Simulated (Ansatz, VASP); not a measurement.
**One calculation of Ga2O3, two programs**

Contents of INCAR:

```
SYSTEM = Ga2O3
ALGO = Fast
EDIFF = 1E-6
ENCUT = 520
GGA = PE
ISIF = 2
ISMEAR = 0
LASPH = .True.
LCHARG = .True.
LELF = .True.
LREAL = Auto
LVHAR = .True.
LWAVE = .False.
NBANDS = 202
NELM = 60
PREC = Accurate
SIGMA = 0.01
```

The input KPOINTS:

```
k-points
0
Gamma
  1 3 3
  0 0 0
```

POSCAR

```
Ga2O3
1.0
   12.2140000000      0.0000000000      0.0000000000
    0.0000000000      6.0742000000      0.0000000000
   -1.3859888959      0.0000000000      5.6300087380
Ga O
16 24
Direct
    0.0905000000      0.0000000000      0.7946000000
    0.9095000000      0.0000000000      0.2054000000
    0.6586600000      0.0000000000      0.3140200000
    0.3413400000      0.0000000000      0.6859800000
    0.5905000000      0.2500000000      0.7946000000
    0.4095000000      0.2500000000      0.2054000000
    0.1586600000      0.2500000000      0.3140200000
    0.8413400000      0.2500000000      0.6859800000
    0.0905000000      0.5000000000      0.7946000000
    0.9095000000      0.5000000000      0.2054000000
    0.6586600000      0.5000000000      0.3140200000
    0.3413400000      0.5000000000      0.6859800000
    0.5905000000      0.7500000000      0.7946000000
    0.4095000000      0.7500000000      0.2054000000
    0.1586600000      0.7500000000      0.3140200000
    0.8413400000      0.7500000000      0.6859800000
    0.1645000000      0.0000000000      0.1098000000
    0.8355000000      0.0000000000      0.8902000000
    0.1733000000      0.0000000000      0.5632000000
    0.8267000000      0.0000000000      0.4368000000
    0.4959000000      0.0000000000      0.2566000000
    0.5041000000      0.0000000000      0.7434000000
    0.6645000000      0.2500000000      0.1098000000
    0.3355000000      0.2500000000      0.8902000000
    0.6733000000      0.2500000000      0.5632000000
    0.3267000000      0.2500000000      0.4368000000
    0.9959000000      0.2500000000      0.2566000000
    0.0041000000      0.2500000000      0.7434000000
    0.1645000000      0.5000000000      0.1098000000
    0.8355000000      0.5000000000      0.8902000000
    0.1733000000      0.5000000000      0.5632000000
    0.8267000000      0.5000000000      0.4368000000
    0.4959000000      0.5000000000      0.2566000000
    0.5041000000      0.5000000000      0.7434000000
    0.6645000000      0.7500000000      0.1098000000
    0.3355000000      0.7500000000      0.8902000000
    0.6733000000      0.7500000000      0.5632000000
    0.3267000000      0.7500000000      0.4368000000
    0.9959000000      0.7500000000      0.2566000000
    0.0041000000      0.7500000000      0.7434000000
```

Input for Ansatz:

```yaml
crystal:
  lattice:
    - [12.214, 0.0, 0.0]
    - [0.0, 6.0742, 0.0]
    - [-1.3859888959, 0.0, 5.630008738]
  atoms:
    - { symbol: Ga, position: [0.0905, 0.0, 0.7946] }
    - { symbol: Ga, position: [0.9095, 0.0, 0.2054] }
    - { symbol: Ga, position: [0.65866, 0.0, 0.31402] }
    - { symbol: Ga, position: [0.34134, 0.0, 0.68598] }
    - { symbol: O, position: [0.1645, 0.0, 0.1098] }
    - { symbol: O, position: [0.8355, 0.0, 0.8902] }
    - { symbol: O, position: [0.1733, 0.0, 0.5632] }
    - { symbol: O, position: [0.8267, 0.0, 0.4368] }
    - { symbol: O, position: [0.4959, 0.0, 0.2566] }
    - { symbol: O, position: [0.5041, 0.0, 0.7434] }
    - { symbol: Ga, position: [0.5905, 0.25, 0.7946] }
    - { symbol: Ga, position: [0.4095, 0.25, 0.2054] }
    - { symbol: Ga, position: [0.15866, 0.25, 0.31402] }
    - { symbol: Ga, position: [0.84134, 0.25, 0.68598] }
    - { symbol: O, position: [0.6645, 0.25, 0.1098] }
    - { symbol: O, position: [0.3355, 0.25, 0.8902] }
    - { symbol: O, position: [0.6733, 0.25, 0.5632] }
    - { symbol: O, position: [0.3267, 0.25, 0.4368] }
    - { symbol: O, position: [0.9959, 0.25, 0.2566] }
    - { symbol: O, position: [0.0041, 0.25, 0.7434] }
    - { symbol: Ga, position: [0.0905, 0.5, 0.7946] }
    - { symbol: Ga, position: [0.9095, 0.5, 0.2054] }
    - { symbol: Ga, position: [0.65866, 0.5, 0.31402] }
    - { symbol: Ga, position: [0.34134, 0.5, 0.68598] }
    - { symbol: O, position: [0.1645, 0.5, 0.1098] }
    - { symbol: O, position: [0.8355, 0.5, 0.8902] }
    - { symbol: O, position: [0.1733, 0.5, 0.5632] }
    - { symbol: O, position: [0.8267, 0.5, 0.4368] }
    - { symbol: O, position: [0.4959, 0.5, 0.2566] }
    - { symbol: O, position: [0.5041, 0.5, 0.7434] }
    - { symbol: Ga, position: [0.5905, 0.75, 0.7946] }
    - { symbol: Ga, position: [0.4095, 0.75, 0.2054] }
    - { symbol: Ga, position: [0.15866, 0.75, 0.31402] }
    - { symbol: Ga, position: [0.84134, 0.75, 0.68598] }
    - { symbol: O, position: [0.6645, 0.75, 0.1098] }
    - { symbol: O, position: [0.3355, 0.75, 0.8902] }
    - { symbol: O, position: [0.6733, 0.75, 0.5632] }
    - { symbol: O, position: [0.3267, 0.75, 0.4368] }
    - { symbol: O, position: [0.9959, 0.75, 0.2566] }
    - { symbol: O, position: [0.0041, 0.75, 0.7434] }
scf:
  occupations: { method: fixed }
  n_extra_bands: 4
output:
  eigenvalues: true
  core_levels: { shells: { Ga: "3d", O: "1s" }, eps_inf: 3.6 }
  write_density: true
  write_potential: true
  elf: true
  volumetric_format: npy
kpoints:
  mp_grid: { grid: [1, 3, 3] }
hamiltonian:
  xc: pbe
```

Alike in both runs: task single point; functional PBE; k mesh 1 × 3 × 3; no spin polarisation.

|  | VASP | Ansatz |
| --- | --- | --- |
| version | VASP 6.6.1 | Ansatz 0.2.0 |
| potentials or method | VASP PAW PBE potentials, release 64 (Ga_d, O) | scalar-relativistic, plane waves, PAW |
| plane-wave cutoff (eV) | 520 | 420 |
| occupations | gaussian, width 0.01 eV | fixed |
| valence electrons in the cell | 352 | 352 |

|  | VASP | Ansatz | Ansatz less VASP |
| --- | --- | --- | --- |
| gap on the k mesh at the Fermi level (eV) | 2.44 | 2.45 | +0.013 |
| least direct gap on the mesh (eV) | 2.44 | 2.45 | +0.013 |

Caveats: the k mesh is coarse (spacing up to 0.53 Å⁻¹), so the values aren't converged. Expect the measured gap to be larger: semilocal functionals such as PBE lack the derivative discontinuity.
